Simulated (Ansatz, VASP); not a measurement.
# MgB2: VASP beside Ansatz

```
Mg B
1.0
     3.06169    0.00000    0.00000
    -1.53085    2.65150    0.00000
     0.00000    0.00000    3.50446
Mg B
1 2
Direct
  0.00000 0.00000 0.00000
  0.33333 0.66667 0.50000
  0.66667 0.33333 0.50000
```

Alike in both runs: task relaxation of cell and atoms; functional PBEsol; k mesh 15 × 15 × 12; occupations fermi-dirac, width 0.15 eV; no spin polarisation.

```csv
,VASP,Ansatz
version,VASP 6.6.1,Ansatz 0.2.0
potentials or method,"VASP PAW PBE potentials, release 64 (Mg, B)","scalar-relativistic, plane waves, PAW"
plane-wave cutoff (eV),600,420
valence electrons in the cell,8,16
```

|  | VASP | Ansatz | Ansatz less VASP |
| --- | --- | --- | --- |
| gap on the k mesh at the Fermi level, each at its own relaxed structure (eV) | none | none | - |
| relaxed volume (Å³/atom) | 9.48 | 9.48 | +0.003 |
| relaxed cell length with the largest relative difference (Å) | 3.496 | 3.498 | +0.0022 |

A gap of «none» marks a metal or a gap that the smearing closes. The two sets of potentials don't hold the same shells in valence.

Caveats: the PAW data sets were made with another functional, which shifts forces and pressure a little (VASP).
